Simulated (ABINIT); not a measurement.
# TiC (Fm-3m) in ABINIT: further runs

Aim: see how the results for TiC move with the level of theory and the settings. Levels: WC, PBE, PBE+D3, PBE+D3(BJ), PBE+D4. Tasks: equation of state.

All numbers are computed with ABINIT 10.8.3 (patched build); they aren't measurements. Logs are shortened: lines on timing, memory, paths and dates and some standing lists are left out, and cuts for length are marked. The log counts tension as positive stress, the text compression.

## (1) Starting point

Symmetry: Fm-3m, No. 225, cubic system. Conventional cell: a = 4.331 Å, b = 4.331 Å, c = 4.331 Å, α = 90.00°, β = 90.00°, γ = 90.00°. Around Ti (site symmetry m-3m) lie 6 C at 2.17 Å. C (site symmetry m-3m) has 6 Ti at 2.17 Å as nearest neighbours.

The cell is a database's computed one.

## (2) Equation of state, WC

Input file run.abi:

```
# Datasets: one volume each
ndtset 7
getwfk -1
scalecart1 3*0.9795861087
scalecart2 3*0.9864848297
scalecart3 3*0.9932883884
scalecart4 3*1.0000000000
scalecart5 3*1.0066227096
scalecart6 3*1.0131594038
scalecart7 3*1.0196128224

# Pseudopotentials
pp_dirpath "./"
pseudos "Ti.GGA_PBE-JTH.xml, C.GGA_PBE-JTH.xml"

# Structure
acell 5.7878323139 5.7878323139 5.7878323139
rprim
     0.0000000000     0.7071067812     0.7071067812
     0.7071067812     0.0000000000     0.7071067812
     0.7071067812     0.7071067812     0.0000000000
ntypat 2
znucl 22 6
natom 2
typat 1 2
xred
     0.0000000000     0.0000000000     0.0000000000
     0.5000000000     0.5000000000     0.5000000000

# Plane-wave basis
ecut 23.0
pawecutdg 45.0
pawxcdev 0

# k points
kptopt 1
ngkpt 11 11 11
nshiftk 1
shiftk 0.0 0.0 0.0

# Exchange and correlation
ixc 23

# Bands and occupations
nband 12
occopt 3
tsmear 0.00183747

# SCF cycle
nstep 100
tolvrs 1.0e-9

# Output
iomode 3
prtwf 1
prtden 0
prteig 0
prtebands 0
enunit 1
```

Potentials or basis: JTH PAW PBE v2.0.

Started as:

```sh
abinit run.abi > log 2>&1
```

run.abo:

```text
.Version 10.8.3 of ABINIT
 DATASET    1 : space group Fm -3 m (#225); Bravais cF (face-center cubic)
================================================================================
 Values of the parameters that define the memory need for DATASET  1.
     intxc =       0    ionmov =       0      iscf =      17    lmnmax =      18
     lnmax =       6     mgfft =      27  mpssoang =       3    mqgrid =    3001
     natom =       2  nloc_mem =       2    nspden =       1   nspinor =       1
    nsppol =       1      nsym =      48    n1xccc =       1    ntypat =       2
    occopt =       3   xclevel =       2
       mpw =         690          nfft =       19683          nkpt =          56
 PAW method is used; the additional fine FFT grid is defined by:
   mgfftf=        36    nfftf =     46656
================================================================================
================================================================================
[... 71 lines left out ...]
 DATASET    7 : space group Fm -3 m (#225); Bravais cF (face-center cubic)
================================================================================
 Values of the parameters that define the memory need for DATASET  7.
     intxc =       0    ionmov =       0      iscf =      17    lmnmax =      18
     lnmax =       6     mgfft =      27  mpssoang =       3    mqgrid =    3001
     natom =       2  nloc_mem =       2    nspden =       1   nspinor =       1
    nsppol =       1      nsym =      48    n1xccc =       1    ntypat =       2
    occopt =       3   xclevel =       2
       mpw =         781          nfft =       19683          nkpt =          56
 PAW method is used; the additional fine FFT grid is defined by:
   mgfftf=        36    nfftf =     46656
================================================================================
================================================================================

--------------------------------------------------------------------------------
------------- Echo of variables that govern the present computation ------------
--------------------------------------------------------------------------------
 -outvars: echo values of preprocessed input variables --------
            acell      5.7878323139E+00  5.7878323139E+00  5.7878323139E+00 Bohr
              amu      4.78800000E+01  1.20110000E+01
             ecut      2.30000000E+01 Hartree
           enunit           1
           getwfk          -1
                       outvar_i_n : Printing only first  50 k-points.
              ixc          23
           jdtset        1    2    3    4    5    6    7
                       outvar_i_n : Printing only first  50 k-points.
         kptrlatt       11    0    0      0   11    0      0    0   11
          kptrlen1     6.23664815E+01
          kptrlen2     6.28056965E+01
          kptrlen3     6.32388529E+01
          kptrlen4     6.36661555E+01
          kptrlen5     6.40877979E+01
          kptrlen6     6.45039641E+01
          kptrlen7     6.49148285E+01
            natom           2
            nband          12
           ndtset           7
            ngfft          27      27      27
          ngfftdg          36      36      36
             nkpt          56
            nstep         100
             nsym          48
           ntypat           2
                       prtocc : prtvol=0, do not print more k-points.
           occopt           3
        pawecutdg      4.50000000E+01 Hartree
         pawxcdev           0
           prtden           0
        prtebands           0
           prteig           0
            rprim1     0.0000000000E+00  6.9267198023E-01  6.9267198023E-01
                       6.9267198023E-01  0.0000000000E+00  6.9267198023E-01
                       6.9267198023E-01  6.9267198023E-01  0.0000000000E+00
            rprim2     0.0000000000E+00  6.9755011263E-01  6.9755011263E-01
                       6.9755011263E-01  0.0000000000E+00  6.9755011263E-01
                       6.9755011263E-01  6.9755011263E-01  0.0000000000E+00
            rprim3     0.0000000000E+00  7.0236095512E-01  7.0236095512E-01
                       7.0236095512E-01  0.0000000000E+00  7.0236095512E-01
                       7.0236095512E-01  7.0236095512E-01  0.0000000000E+00
            rprim4     0.0000000000E+00  7.0710678120E-01  7.0710678120E-01
                       7.0710678120E-01  0.0000000000E+00  7.0710678120E-01
                       7.0710678120E-01  7.0710678120E-01  0.0000000000E+00
            rprim5     0.0000000000E+00  7.1178974407E-01  7.1178974407E-01
                       7.1178974407E-01  0.0000000000E+00  7.1178974407E-01
                       7.1178974407E-01  7.1178974407E-01  0.0000000000E+00
            rprim6     0.0000000000E+00  7.1641188486E-01  7.1641188486E-01
                       7.1641188486E-01  0.0000000000E+00  7.1641188486E-01
                       7.1641188486E-01  7.1641188486E-01  0.0000000000E+00
            rprim7     0.0000000000E+00  7.2097514092E-01  7.2097514092E-01
                       7.2097514092E-01  0.0000000000E+00  7.2097514092E-01
                       7.2097514092E-01  7.2097514092E-01  0.0000000000E+00
          spgroup         225
           tolvrs      1.00000000E-09
           tsmear      1.83747000E-03 Hartree
            typat      1  2
           useylm           1
                       outvars : Printing only first  50 k-points.
           xangst1     0.0000000000E+00  0.0000000000E+00  0.0000000000E+00
                       2.1215080932E+00  2.1215080932E+00  2.1215080932E+00
           xangst2     0.0000000000E+00  0.0000000000E+00  0.0000000000E+00
                       2.1364487833E+00  2.1364487833E+00  2.1364487833E+00
           xangst3     0.0000000000E+00  0.0000000000E+00  0.0000000000E+00
                       2.1511833786E+00  2.1511833786E+00  2.1511833786E+00
           xangst4     0.0000000000E+00  0.0000000000E+00  0.0000000000E+00
                       2.1657188423E+00  2.1657188423E+00  2.1657188423E+00
           xangst5     0.0000000000E+00  0.0000000000E+00  0.0000000000E+00
                       2.1800617692E+00  2.1800617692E+00  2.1800617692E+00
           xangst6     0.0000000000E+00  0.0000000000E+00  0.0000000000E+00
                       2.1942184110E+00  2.1942184110E+00  2.1942184110E+00
           xangst7     0.0000000000E+00  0.0000000000E+00  0.0000000000E+00
                       2.2081947013E+00  2.2081947013E+00  2.2081947013E+00
            xcart1     0.0000000000E+00  0.0000000000E+00  0.0000000000E+00
                       4.0090692701E+00  4.0090692701E+00  4.0090692701E+00
            xcart2     0.0000000000E+00  0.0000000000E+00  0.0000000000E+00
                       4.0373030825E+00  4.0373030825E+00  4.0373030825E+00
            xcart3     0.0000000000E+00  0.0000000000E+00  0.0000000000E+00
                       4.0651474321E+00  4.0651474321E+00  4.0651474321E+00
            xcart4     0.0000000000E+00  0.0000000000E+00  0.0000000000E+00
                       4.0926154776E+00  4.0926154776E+00  4.0926154776E+00
            xcart5     0.0000000000E+00  0.0000000000E+00  0.0000000000E+00
                       4.1197196814E+00  4.1197196814E+00  4.1197196814E+00
            xcart6     0.0000000000E+00  0.0000000000E+00  0.0000000000E+00
                       4.1464718573E+00  4.1464718573E+00  4.1464718573E+00
            xcart7     0.0000000000E+00  0.0000000000E+00  0.0000000000E+00
                       4.1728832181E+00  4.1728832181E+00  4.1728832181E+00
             xred      0.0000000000E+00  0.0000000000E+00  0.0000000000E+00
                       5.0000000000E-01  5.0000000000E-01  5.0000000000E-01
            znucl       22.00000    6.00000

================================================================================

 chkinp: Checking input parameters for consistency, jdtset=   1.

 chkinp: Checking input parameters for consistency, jdtset=   2.

 chkinp: Checking input parameters for consistency, jdtset=   3.

 chkinp: Checking input parameters for consistency, jdtset=   4.
[... 31 lines left out ...]
 getcut: wavevector=  0.0000  0.0000  0.0000  ngfft=  27  27  27
         ecut(hartree)=     23.000   => boxcut(ratio)=   2.12729

 Fine grid specifications (used for densities):

 getcut: wavevector=  0.0000  0.0000  0.0000  ngfft=  36  36  36
         ecut(hartree)=     45.000   => boxcut(ratio)=   2.10268

--- Pseudopotential description ------------------------------------------------
- pspini: atom type   1  psp file is ./Ti.GGA_PBE-JTH.xml
 Pseudopotential format is: paw10
 basis_size (lnmax)=  6 (lmn_size= 18), orbitals=   0   0   1   1   2   2
 Spheres core radius: rc_sph= 2.30802695
 Shapefunction is BESSEL type: shapef(r,l)=aa(1,l)*jl(q(1,l)*r)+aa(2,l)*jl(q(2,l)*r)
 Radius for shape functions =  2.01037111
 Compensation charge density is not taken into account in XC energy/potential

- pspini: atom type   2  psp file is ./C.GGA_PBE-JTH.xml
 Pseudopotential format is: paw10
 basis_size (lnmax)=  4 (lmn_size=  8), orbitals=   0   0   1   1
 Spheres core radius: rc_sph= 1.50736703
 Shapefunction is SIN type: shapef(r)=[sin(pi*r/rshp)/(pi*r/rshp)]**2
 Radius for shape functions =  1.30052589
 Compensation charge density is not taken into account in XC energy/potential

   4.77916847E+02                                ecore*ucvol(ha*bohr**3)
--------------------------------------------------------------------------------

================================================================================

--- !BeginCycle
iteration_state: {dtset: 1, }
solver: {iscf: 17, nstep: 100, nline: 4, wfoptalg: 10, }
tolerances: {tolvrs: 1.00E-09, }
...

     iter   Etot(hartree)      deltaE(h)  residm     nres2
 ETOT  1  -62.848064081976    -6.285E+01 5.825E+00 2.809E+01
 ETOT  2  -64.453372716514    -1.605E+00 1.074E-01 3.580E+00
 ETOT  3  -64.449260877897     4.112E-03 7.294E-02 1.435E+00
 ETOT  4  -64.449693508332    -4.326E-04 1.985E-02 8.543E-01
 ETOT  5  -64.448501454810     1.192E-03 3.121E-02 5.997E-02
 ETOT  6  -64.448508704717    -7.250E-06 2.708E-03 4.039E-04
 ETOT  7  -64.448516659083    -7.954E-06 1.108E-03 5.018E-04
 ETOT  8  -64.448516378089     2.810E-07 1.638E-03 2.283E-04
 ETOT  9  -64.448515862985     5.151E-07 3.322E-04 5.919E-06
 ETOT 10  -64.448515877165    -1.418E-08 1.078E-03 3.842E-06
 ETOT 11  -64.448515869026     8.138E-09 9.340E-05 2.826E-07
[... 1204 lines left out ...]
 Cartesian components of stress tensor (hartree/bohr^3)
  sigma(1 1)=  6.09626626E-04  sigma(3 2)=  0.00000000E+00
  sigma(2 2)=  6.09626626E-04  sigma(3 1)=  0.00000000E+00
  sigma(3 3)=  6.09626626E-04  sigma(2 1)=  0.00000000E+00

-Cartesian components of stress tensor (GPa)         [Pressure= -1.7936E+01 GPa]
- sigma(1 1)=  1.79358346E+01  sigma(3 2)=  0.00000000E+00
- sigma(2 2)=  1.79358346E+01  sigma(3 1)=  0.00000000E+00
- sigma(3 3)=  1.79358346E+01  sigma(2 1)=  0.00000000E+00

== END DATASET(S) ==============================================================
================================================================================

 -outvars: echo values of variables after computation  --------
            acell      5.7878323139E+00  5.7878323139E+00  5.7878323139E+00 Bohr
           etotal1    -6.4448515868E+01
           etotal2    -6.4449330585E+01
           etotal3    -6.4449585037E+01
           etotal4    -6.4449335161E+01
           etotal5    -6.4448621895E+01
           etotal6    -6.4447504712E+01
           etotal7    -6.4446011703E+01
            fcart1    -0.0000000000E+00 -0.0000000000E+00 -0.0000000000E+00
                      -0.0000000000E+00 -0.0000000000E+00 -0.0000000000E+00
            fcart2    -0.0000000000E+00 -0.0000000000E+00 -0.0000000000E+00
                      -0.0000000000E+00 -0.0000000000E+00 -0.0000000000E+00
            fcart3    -0.0000000000E+00 -0.0000000000E+00 -0.0000000000E+00
                      -0.0000000000E+00 -0.0000000000E+00 -0.0000000000E+00
            fcart4    -0.0000000000E+00 -0.0000000000E+00 -0.0000000000E+00
                      -0.0000000000E+00 -0.0000000000E+00 -0.0000000000E+00
            fcart5    -0.0000000000E+00 -0.0000000000E+00 -0.0000000000E+00
                      -0.0000000000E+00 -0.0000000000E+00 -0.0000000000E+00
            fcart6    -0.0000000000E+00 -0.0000000000E+00 -0.0000000000E+00
                      -0.0000000000E+00 -0.0000000000E+00 -0.0000000000E+00
            fcart7    -0.0000000000E+00 -0.0000000000E+00 -0.0000000000E+00
                      -0.0000000000E+00 -0.0000000000E+00 -0.0000000000E+00
            rprim1     0.0000000000E+00  6.9267198023E-01  6.9267198023E-01
[... 30 lines left out ...]
           strten6     4.8110463793E-04  4.8110463793E-04  4.8110463793E-04
                       0.0000000000E+00  0.0000000000E+00  0.0000000000E+00
           strten7     6.0962662621E-04  6.0962662621E-04  6.0962662621E-04
                       0.0000000000E+00  0.0000000000E+00  0.0000000000E+00
           xangst1     0.0000000000E+00  0.0000000000E+00  0.0000000000E+00
                       2.1215080932E+00  2.1215080932E+00  2.1215080932E+00
           xangst2     0.0000000000E+00  0.0000000000E+00  0.0000000000E+00
                       2.1364487833E+00  2.1364487833E+00  2.1364487833E+00
           xangst3     0.0000000000E+00  0.0000000000E+00  0.0000000000E+00
                       2.1511833786E+00  2.1511833786E+00  2.1511833786E+00
           xangst4     0.0000000000E+00  0.0000000000E+00  0.0000000000E+00
                       2.1657188423E+00  2.1657188423E+00  2.1657188423E+00
           xangst5     0.0000000000E+00  0.0000000000E+00  0.0000000000E+00
                       2.1800617692E+00  2.1800617692E+00  2.1800617692E+00
           xangst6     0.0000000000E+00  0.0000000000E+00  0.0000000000E+00
                       2.1942184110E+00  2.1942184110E+00  2.1942184110E+00
           xangst7     0.0000000000E+00  0.0000000000E+00  0.0000000000E+00
                       2.2081947013E+00  2.2081947013E+00  2.2081947013E+00
             xred      0.0000000000E+00  0.0000000000E+00  0.0000000000E+00
                       5.0000000000E-01  5.0000000000E-01  5.0000000000E-01
 Calculation completed.
```

Wall time 99 s (1 thread of Arm Neoverse V2, shared host); peak memory 0.14 GiB.

What came out:

```yaml
Equilibrium_volume: 9.95 Å³/atom
Bulk_modulus: 266 GPa
Pressure_derivative_of_the_bulk_modulus: 4.1
```

Energy against volume, from the lowest point:
```tsv
volume (Å³/atom)	energy (meV/atom)
9.548	14.55
9.752	3.46
9.955	0.00
10.158	3.40
10.361	13.10
10.564	28.30
10.767	48.62
```

Caveat: pressures at fixed basis lie under the slope of the energies; the PAW data sets were made with another functional, which shifts forces and pressure a little.

(Continued in part 2 of 2.)
